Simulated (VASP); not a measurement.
# HfO2 in VASP: one cell, several levels of theory, part 2 of 2

VASP 6.6.1, plane waves, PAW. The steps go on from the part before.

**3. r2SCAN at this geometry**

Contents of INCAR:

```
ENCUT = 520.000000
SIGMA = 0.010000
EDIFF = 1.00e-07
ALGO = Normal
METAGGA = R2SCAN
PREC = Accurate
IBRION = -1
ISIF = 2
ISMEAR = 0
NBANDS = 18
NELM = 120
NSW = 0
LASPH = .TRUE.
LCHARG = .FALSE.
LWAVE = .FALSE.
LREAL = .FALSE.
```

Contents of KPOINTS:

```
KPOINTS created by Atomic Simulation Environment
0
Gamma
8 8 8
0 0 0
```

Contents of KPOINTS_OPT:

```
special points
7
Reciprocal
0.0000000000 0.0000000000 0.0000000000 1
0.5000000000 0.0000000000 0.5000000000 1
0.6250000000 0.2500000000 0.6250000000 1
0.3750000000 0.3750000000 0.7500000000 1
0.5000000000 0.5000000000 0.5000000000 1
0.5000000000 0.2500000000 0.7500000000 1
0.0000000000 0.5000000000 0.5000000000 1
```

Contents of POSCAR:

```
Hf O
 1.0000000000000000
    -0.1074594432000000    2.4975983457000002    2.4975983457000002
     2.4975983457000002   -0.1074594432000000    2.4975983457000002
     2.4975983457000002    2.4975983457000002   -0.1074594432000000
 Hf  O
   1   2
Cartesian
  0.0000000000000000  0.0000000000000000 -0.0000000000000000
  1.2386541966533118  1.2386541966533118  1.2386541966533116
  3.6490830515466892  3.6490830515466892  3.6490830515466892
```

Started as:

```
mpirun -np 1 vasp_std
```

Printed to the terminal (iteration lines stand in OSZICAR):

```text
POSCAR found type information on POSCAR HfO
 POSCAR found :  2 types and       3 ions
 -----------------------------------------------------------------------------
|                                                                             |
|                                                                             |
|     You enforced a specific xc type in the INCAR file but a different       |
|     I HOPE YOU KNOW WHAT YOU ARE DOING!                                     |
|                                                                             |
 -----------------------------------------------------------------------------

 LDA part: xc-table for (None), standard interpolation
 POSCAR, INCAR and KPOINTS ok, starting setup
 FFT: planning ... GRIDC
 FFT: planning ... GRID_SOFT
 FFT: planning ... GRID
 WAVECAR not read
 entering main loop
 Start KPOINTS_OPT (optional k-point list driver)
k-point batch [1-7\7]
```

OSZICAR:

```text
N       E                     dE             d eps       ncg     rms          rms(c)
DAV:   1     0.508583094165E+02    0.50858E+02   -0.12927E+04  2348   0.124E+03
DAV:   2    -0.763130724638E+02   -0.12717E+03   -0.12200E+03  2934   0.296E+02
DAV:   3    -0.806153697767E+02   -0.43023E+01   -0.42864E+01  2790   0.483E+01
DAV:   4    -0.806411527244E+02   -0.25783E-01   -0.25773E-01  2894   0.413E+00
DAV:   5    -0.806413329093E+02   -0.18018E-03   -0.18018E-03  2670   0.327E-01    0.499E+01
DAV:   6    -0.682737331987E+02    0.12368E+02   -0.12420E+01  2388   0.277E+01    0.379E+01
DAV:   7    -0.684667478045E+02   -0.19301E+00   -0.14783E+00  2884   0.904E+00    0.258E+01
DAV:   8    -0.685868172523E+02   -0.12007E+00   -0.10699E+00  2568   0.789E+00    0.154E+01
DAV:   9    -0.684763835863E+02    0.11043E+00   -0.63313E-01  2498   0.536E+00    0.224E+00
DAV:  10    -0.684749587167E+02    0.14249E-02   -0.27168E-02  2678   0.997E-01    0.132E+00
DAV:  11    -0.684746338589E+02    0.32486E-03   -0.41980E-03  2552   0.461E-01    0.354E-01
DAV:  12    -0.684745924006E+02    0.41458E-04   -0.16777E-04  2616   0.105E-01    0.237E-01
DAV:  13    -0.684745914081E+02    0.99251E-06   -0.15999E-05  2748   0.296E-02    0.117E-02
DAV:  14    -0.684745883159E+02    0.30922E-05   -0.15232E-05  2600   0.237E-02    0.900E-03
DAV:  15    -0.684745886292E+02   -0.31328E-06   -0.25386E-07  2642   0.438E-03    0.687E-03
DAV:  16    -0.684745885169E+02    0.11226E-06   -0.66677E-08  1468   0.174E-03    0.184E-03
DAV:  17    -0.684745884640E+02    0.52896E-07   -0.30695E-09  1422   0.497E-04
   1 F= -.68474588E+02 E0= -.68474588E+02  d E =-.413487E-54
       N       E                     dE             ncg
DAV:   1     0.143853541439E+04   -0.60059E+04      260
DAV:   2     0.645147524530E+03   -0.79339E+03      302
DAV:   3     0.614747939307E+03   -0.30400E+02      324
DAV:   4     0.614557996487E+03   -0.18994E+00      312
DAV:   5     0.614556508256E+03   -0.14882E-02      300
DAV:   6     0.614556490410E+03   -0.17847E-04      292
DAV:   7     0.614556490151E+03   -0.25848E-06      304
DAV:   8     0.614556490148E+03   -0.29206E-08      230
```

OUTCAR, selected sections:

```text
k-points           NKPTS =     65   k-points in BZ     NKDIM =     65   number of bands    NBANDS=     18

   NELECT =      22.0000    total number of electrons

   dimension x,y,z NGX =    28 NGY =   28 NGZ =   28
   dimension x,y,z NGXF=    56 NGYF=   56 NGZF=   56

  energy-cutoff  :      520.00
  volume of cell :       33.17
      direct lattice vectors                 reciprocal lattice vectors
    -0.107459443  2.497598346  2.497598346    -0.187714546  0.196154098  0.196154098
     2.497598346 -0.107459443  2.497598346     0.196154098 -0.187714546  0.196154098
     2.497598346  2.497598346 -0.107459443     0.196154098  0.196154098 -0.187714546

 k-points in reciprocal lattice and weights: KPOINTS created by Atomic Simulation Env
   0.00000000  0.00000000  0.00000000       0.002
   0.12500000  0.00000000  0.00000000       0.012
   0.25000000  0.00000000  0.00000000       0.012
   0.37500000 -0.00000000 -0.00000000       0.012
   0.50000000  0.00000000  0.00000000       0.006
   0.12500000  0.12500000  0.00000000       0.012
   0.25000000  0.12500000  0.00000000       0.023
   0.37500000  0.12500000 -0.00000000       0.023
[... 57 more k-points ...]

 E-fermi :   3.8498

 k-point     1 :       0.0000    0.0000    0.0000
  band No.  band energies     occupation
      1     -26.9982      2.00000
      2     -26.9982      2.00000
      3     -26.9798      2.00000
      4     -15.8631      2.00000
      5     -12.9451      2.00000
      6      -1.6352      2.00000
      7      -1.6352      2.00000
      8      -1.4249      2.00000
      9       3.0313      2.00000
     10       3.1738      2.00000
     11       3.1738      2.00000
     12       8.1151      0.00000
     13       8.1151      0.00000
     14      10.0735      0.00000
     15      14.3251      0.00000
     16      14.3251      0.00000
     17      14.7494      0.00000
     18      16.3126      0.00000

 k-point     2 :       0.1250    0.0000    0.0000
  band No.  band energies     occupation
      1     -27.0570      2.00000
      2     -27.0029      2.00000
      3     -26.9889      2.00000
      4     -15.6731      2.00000
      5     -13.0962      2.00000
      6      -1.4834      2.00000
      7      -1.3345      2.00000
      8      -1.1994      2.00000
      9       2.6864      2.00000
     10       2.8484      2.00000
     11       2.8972      2.00000
     12       8.3263      0.00000
     13       8.3962      0.00000
     14      10.6741      0.00000
     15      13.6405      0.00000
     16      14.0303      0.00000
     17      14.4438      0.00000
     18      16.3108      0.00000

 k-point     3 :       0.2500    0.0000    0.0000
  band No.  band energies     occupation
      1     -27.2006      2.00000
      2     -27.0145      2.00000
      3     -27.0038      2.00000
      4     -15.2165      2.00000
      5     -13.4178      2.00000
      6      -1.0909      2.00000
      7      -0.9841      2.00000
      8      -0.2904      2.00000
      9       1.8046      2.00000
     10       2.3362      2.00000
     11       2.4088      2.00000
     12       8.6079      0.00000
     13       8.8721      0.00000
     14      11.2415      0.00000
     15      13.1730      0.00000
     16      13.5338      0.00000
     17      13.9961      0.00000
     18      16.3029      0.00000

 k-point     4 :       0.3750   -0.0000   -0.0000
  band No.  band energies     occupation
      1     -27.3380      2.00000
      2     -27.0259      2.00000
      3     -27.0182      2.00000
      4     -14.7911      2.00000
      5     -13.6515      2.00000
      6      -0.6642      2.00000
      7      -0.6512      2.00000
      8       0.6008      2.00000
      9       1.0402      2.00000
     10       1.8691      2.00000
     11       2.1342      2.00000
     12       8.5867      0.00000
     13       9.0592      0.00000
     14      10.8583      0.00000
     15      13.2739      0.00000
     16      13.6206      0.00000
     17      13.8036      0.00000
     18      16.2669      0.00000

 k-point     5 :       0.5000    0.0000    0.0000
  band No.  band energies     occupation
      1     -27.3932      2.00000
      2     -27.0306      2.00000
      3     -27.0241      2.00000
      4     -14.6504      2.00000
      5     -13.6963      2.00000
      6      -0.5408      2.00000
      7      -0.4508      2.00000
      8       0.7077      2.00000
      9       0.9747      2.00000
     10       1.6932      2.00000
     11       2.0795      2.00000
     12       8.4923      0.00000
     13       9.0403      0.00000
     14      10.8617      0.00000
     15      13.2272      0.00000
     16      13.3186      0.00000
     17      13.7874      0.00000
     18      16.2857      0.00000

 k-point     6 :       0.1250    0.1250    0.0000
  band No.  band energies     occupation
      1     -27.0616      2.00000
      2     -27.0159      2.00000
      3     -27.0012      2.00000
      4     -15.5936      2.00000
      5     -13.1601      2.00000
      6      -1.4674      2.00000
      7      -1.3563      2.00000
      8      -0.9161      2.00000
      9       1.8764      2.00000
     10       3.1027      2.00000
     11       3.1881      2.00000
     12       8.3132      0.00000
     13       8.4921      0.00000
     14      10.8925      0.00000
     15      13.6928      0.00000
     16      13.8374      0.00000
     17      14.2764      0.00000
     18      16.3099      0.00000

 k-point     7 :       0.2500    0.1250    0.0000
  band No.  band energies     occupation
      1     -27.1753      2.00000
      2     -27.0289      2.00000
      3     -27.0155      2.00000
      4     -15.2051      2.00000
      5     -13.4348      2.00000
      6      -1.1611      2.00000
      7      -1.0652      2.00000
      8      -0.0984      2.00000
      9       0.8911      2.00000
     10       2.8492      2.00000
     11       2.9251      2.00000
     12       8.5989      0.00000
     13       8.7990      0.00000
     14      11.5387      0.00000
     15      13.0493      0.00000
     16      13.3760      0.00000
     17      13.9748      0.00000
     18      16.3065      0.00000

[... the tables of k-points 8 to 65 left out ...]

  Total       -2.0099755     -2.0099755     -2.0099755      0.5848753      0.5848753      0.5848753
  in kB      -97.0864836    -97.0864836    -97.0864836     28.2508364     28.2508364     28.2508364
  external PRESSURE =     -97.0864836 kB  Pullay stress =       0.0000000 kB

 POSITION                                       TOTAL-FORCE (eV/Angst)
 -----------------------------------------------------------------------------------
      0.00000      0.00000      0.00000        -0.000000      0.000000     -0.000000
      1.23865      1.23865      1.23865        -0.026527     -0.026527     -0.026527
      3.64908      3.64908      3.64908         0.026527      0.026527      0.026527
 -----------------------------------------------------------------------------------
    total drift:                                0.000000      0.000000     -0.000000

  FREE ENERGIE OF THE ION-ELECTRON SYSTEM (eV)
  ---------------------------------------------------
  free  energy   TOTEN  =       -68.4745884640 eV

  energy  without entropy=      -68.4745884640  energy(sigma->0) =      -68.47458846
```

Hardware: 1 MPI rank of Intel Xeon Platinum 8488C, shared host.

The levels at the points of KPOINTS_OPT are read from vasprun.xml.

Near the gap, in eV above the top of the last filled band v; c is the band after it:

```tsv
point	v−1	v	c	c+1
Γ	-0.57	-0.57	4.37	4.37
X	-1.32	0.00	4.27	5.97
U	-1.48	-0.35	4.85	5.82
K	-1.48	-0.35	4.85	5.82
L	-1.84	-1.84	5.19	5.19
W	-1.36	-0.21	5.24	5.62
```

r2SCAN gives a direct gap of 4.27 eV at X. The pressure is -9.71 GPa, and the largest force is 0.046 eV/Å, on atom 2 (O).

**4. What came out**

This closing draws on all 2 parts.

```
 level  gap (eV)  pressure (GPa)  Ansatz: gap (eV)  Ansatz: pressure (GPa)
   PBE      3.78           -3.63              3.77                   -0.04
r2SCAN      4.27           -9.71              4.27                   -5.99
```

In words: The gap spans 3.78 eV (PBE) to 4.27 eV (r2SCAN). Spin-orbit coupling is left out, though the cell holds Hf (Z = 72); in an element this heavy it can shift bands and gaps by tenths of an eV. The pressure is highest with PBE (-3.6 GPa) and lowest with r2SCAN (-9.7 GPa), which orders the cells that they would relax to. The two programs agree on the gap within 0.02 eV, far less than the spread between functionals. Each program uses its own PAW datasets and cutoff. VASP's cell holds 22 valence electrons and Ansatz's 38.
